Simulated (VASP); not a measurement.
# CuO (P4/mmm) in VASP: settings compared, part 2 of 2

VASP 6.6.1. The steps go on from the part before.

### Step 9. Equation of state, PBEsol, 10.54 Å³/atom (volume scaled by 0.94)

INCAR reads:

```
PREC     = Accurate       # precision mode
ENCUT    = 520            # plane-wave cutoff, eV
EDIFF    = 1E-7           # SCF threshold, eV
ISMEAR   = -1             # smearing method
SIGMA    = 0.05           # smearing width, eV
LREAL    = F              # projectors in reciprocal space
LASPH    = T              # aspherical terms in the spheres
NELM     = 100            # most SCF steps
ALGO     = Normal         # electronic algorithm
ISIF     = 2              # what is computed and relaxed
LWAVE    = F              # write WAVECAR
LCHARG   = F              # write CHGCAR
GGA      = PS             # functional
NBANDS   = 34             # bands
KPAR     = 2
```

KPOINTS reads:

```
Automatic mesh
0
Gamma
  7 7 7
```

POSCAR reads:

```
CuO
1.0
    4.0759960844      0.0000000000      0.0000000000
    0.0000000000      4.0759960844      0.0000000000
    0.0000000000      0.0000000000      3.8082810784
Cu O
3 3
Direct
    0.5000000000      0.0000000000      0.5000000000
    0.0000000000      0.5000000000      0.5000000000
    0.0000000000      0.0000000000      0.0000000000
    0.0000000000      0.0000000000      0.5000000000
    0.5000000000      0.0000000000      0.0000000000
    0.0000000000      0.5000000000      0.0000000000
```

Potentials or basis: VASP PAW PBE potentials, release 64 (Cu, O).

Command:

```bash
> cat potpaw_PBE.64/Cu/POTCAR potpaw_PBE.64/O/POTCAR > POTCAR
> mpirun -np 2 vasp_std > vasp.out
```

Run time: 46 s. Hardware: 2 MPI ranks of Intel Xeon Platinum 8488C (Sapphire Rapids), shared host; peak memory 0.19 GiB.

It converged, with:

| Property | Result |
| --- | --- |
| Free energy | -30.5585 eV |
| Pressure | 5.1 GPa |
| Band gap on the k mesh | none (metal or under the smearing width) |

Caveat: the PAW data sets were made with another functional, which shifts forces and pressure a little; an odd number of electrons without spin polarisation forces a metal; a magnetic or distorted state may lie lower; the run has no spin polarisation, though such a crystal can be magnetic; semilocal functionals often make such compounds metallic where correlation or magnetic order opens a gap, which also shifts bond lengths.

### Step 10. Equation of state, PBEsol, 10.77 Å³/atom (volume scaled by 0.96)

INCAR is that of step 9.

KPOINTS is that of step 9.

Edit POSCAR of step 9 so:

```diff
@@ -2,5 +2,5 @@
 1.0
-    4.0759960844      0.0000000000      0.0000000000
-    0.0000000000      4.0759960844      0.0000000000
-    0.0000000000      0.0000000000      3.8082810784
+    4.1047012280      0.0000000000      0.0000000000
+    0.0000000000      4.1047012280      0.0000000000
+    0.0000000000      0.0000000000      3.8351008429
 Cu O
```

Command:

```bash
> cat potpaw_PBE.64/Cu/POTCAR potpaw_PBE.64/O/POTCAR > POTCAR
> mpirun -np 2 vasp_std > vasp.out
```

Run time: 44 s. Hardware: 2 MPI ranks of Intel Xeon Platinum 8488C (Sapphire Rapids), shared host; peak memory 0.21 GiB.

The run converged. Its results:

| Item | Value |
| --- | --- |
| Free energy | -30.5871 eV |
| Pressure | 1.3 GPa |
| Band gap on the k mesh | none (metal or under the smearing width) |

Caveat: the PAW data sets were made with another functional, which shifts forces and pressure a little; an odd number of electrons without spin polarisation forces a metal; a magnetic or distorted state may lie lower; the run has no spin polarisation, though such a crystal can be magnetic; semilocal functionals often make such compounds metallic where correlation or magnetic order opens a gap, which also shifts bond lengths.

### Step 11. Equation of state, PBEsol, 10.99 Å³/atom (volume scaled by 0.98)

INCAR is that of step 10.

KPOINTS is that of step 10.

Edit POSCAR of step 10 so:

```diff
@@ -2,5 +2,5 @@
 1.0
-    4.1047012280      0.0000000000      0.0000000000
-    0.0000000000      4.1047012280      0.0000000000
-    0.0000000000      0.0000000000      3.8351008429
+    4.1330104069      0.0000000000      0.0000000000
+    0.0000000000      4.1330104069      0.0000000000
+    0.0000000000      0.0000000000      3.8615506501
 Cu O
```

Command:

```bash
> cat potpaw_PBE.64/Cu/POTCAR potpaw_PBE.64/O/POTCAR > POTCAR
> mpirun -np 2 vasp_std > vasp.out
```

It took 46 s on 2 MPI ranks of Intel Xeon Platinum 8488C (Sapphire Rapids), shared host; peak memory 0.2 GiB.

It converged, with:

```yaml
Free_energy: -30.5861 eV
Pressure: -2.0 GPa
Band_gap_on_the_k_mesh: none (metal or under the smearing width)
```

Caveat: the PAW data sets were made with another functional, which shifts forces and pressure a little; an odd number of electrons without spin polarisation forces a metal; a magnetic or distorted state may lie lower; the run has no spin polarisation, though such a crystal can be magnetic; semilocal functionals often make such compounds metallic where correlation or magnetic order opens a gap, which also shifts bond lengths.

### Step 12. Equation of state, PBEsol, 11.44 Å³/atom (volume scaled by 1.02)

INCAR is that of step 11.

KPOINTS is that of step 11.

Edit POSCAR of step 11 so:

```diff
@@ -2,5 +2,5 @@
 1.0
-    4.1330104069      0.0000000000      0.0000000000
-    0.0000000000      4.1330104069      0.0000000000
-    0.0000000000      0.0000000000      3.8615506501
+    4.1884936772      0.0000000000      0.0000000000
+    0.0000000000      4.1884936772      0.0000000000
+    0.0000000000      0.0000000000      3.9133897305
 Cu O
```

Potentials or basis: VASP PAW PBE potentials, release 64 (Cu, O).

Command:

```bash
> cat potpaw_PBE.64/Cu/POTCAR potpaw_PBE.64/O/POTCAR > POTCAR
> mpirun -np 2 vasp_std > vasp.out
```

Run time: 43 s. Hardware: 2 MPI ranks of Intel Xeon Platinum 8488C (Sapphire Rapids), shared host; peak memory 0.2 GiB.

The run converged. Its results:

* Free energy: -30.5082 eV
* Pressure: -7.5 GPa
* Band gap on the k mesh: none (metal or under the smearing width)

Caveat: the PAW data sets were made with another functional, which shifts forces and pressure a little; an odd number of electrons without spin polarisation forces a metal; a magnetic or distorted state may lie lower; the run has no spin polarisation, though such a crystal can be magnetic; semilocal functionals often make such compounds metallic where correlation or magnetic order opens a gap, which also shifts bond lengths.

### Step 13. Equation of state, PBEsol, 11.67 Å³/atom (volume scaled by 1.04)

INCAR is that of step 12.

KPOINTS is that of step 12.

Edit POSCAR of step 12 so:

```diff
@@ -2,5 +2,5 @@
 1.0
-    4.1884936772      0.0000000000      0.0000000000
-    0.0000000000      4.1884936772      0.0000000000
-    0.0000000000      0.0000000000      3.9133897305
+    4.2156924503      0.0000000000      0.0000000000
+    0.0000000000      4.2156924503      0.0000000000
+    0.0000000000      0.0000000000      3.9388020641
 Cu O
```

Command:

```bash
> cat potpaw_PBE.64/Cu/POTCAR potpaw_PBE.64/O/POTCAR > POTCAR
> mpirun -np 2 vasp_std > vasp.out
```

It took 44 s on 2 MPI ranks of Intel Xeon Platinum 8488C (Sapphire Rapids), shared host; peak memory 0.21 GiB.

Results (log left out):

| Item | Value |
| --- | --- |
| Free energy | -30.4367 eV |
| Pressure | -9.9 GPa |
| Band gap on the k mesh | none (metal or under the smearing width) |

Caveat: the PAW data sets were made with another functional, which shifts forces and pressure a little; an odd number of electrons without spin polarisation forces a metal; a magnetic or distorted state may lie lower; the run has no spin polarisation, though such a crystal can be magnetic; semilocal functionals often make such compounds metallic where correlation or magnetic order opens a gap, which also shifts bond lengths.

### Step 14. Equation of state, PBEsol, 11.89 Å³/atom (volume scaled by 1.06)

INCAR is that of step 13.

KPOINTS is that of step 13.

Edit POSCAR of step 13 so:

```diff
@@ -2,5 +2,5 @@
 1.0
-    4.2156924503      0.0000000000      0.0000000000
-    0.0000000000      4.2156924503      0.0000000000
-    0.0000000000      0.0000000000      3.9388020641
+    4.2425447185      0.0000000000      0.0000000000
+    0.0000000000      4.2425447185      0.0000000000
+    0.0000000000      0.0000000000      3.9638906518
 Cu O
```

Command:

```bash
> cat potpaw_PBE.64/Cu/POTCAR potpaw_PBE.64/O/POTCAR > POTCAR
> mpirun -np 2 vasp_std > vasp.out
```

It took 45 s on 2 MPI ranks of Intel Xeon Platinum 8488C (Sapphire Rapids), shared host; peak memory 0.21 GiB.

Results (log left out):

| Property | Result |
| --- | --- |
| Free energy | -30.3468 eV |
| Pressure | -11.9 GPa |
| Band gap on the k mesh | none (metal or under the smearing width) |

Caveat: the PAW data sets were made with another functional, which shifts forces and pressure a little; an odd number of electrons without spin polarisation forces a metal; a magnetic or distorted state may lie lower; the run has no spin polarisation, though such a crystal can be magnetic; semilocal functionals often make such compounds metallic where correlation or magnetic order opens a gap, which also shifts bond lengths.

### Step 15. Equation of state, PBEsol

Potentials or basis: VASP PAW PBE potentials, release 64 (Cu, O).

No new run: the results of the series are fitted here.

Results:

* Equilibrium volume: 10.87 Å³/atom
* Bulk modulus at fixed shape and positions: 161 GPa
* Pressure derivative of the bulk modulus: 4.7

Energy against volume, from the lowest point:
```csv
volume (Å³/atom),energy (meV/atom)
10.545,4.78
10.769,0.00
10.994,0.16
11.218,4.71
11.442,13.15
11.667,25.06
11.891,40.05
```

Caveat: the cell was scaled at fixed shape and fractional positions, which overstates the stiffness of a crystal with free parameters, most of all of layers and chains; the PAW data sets were made with another functional, which shifts forces and pressure a little; the run has no spin polarisation, though such a crystal can be magnetic.
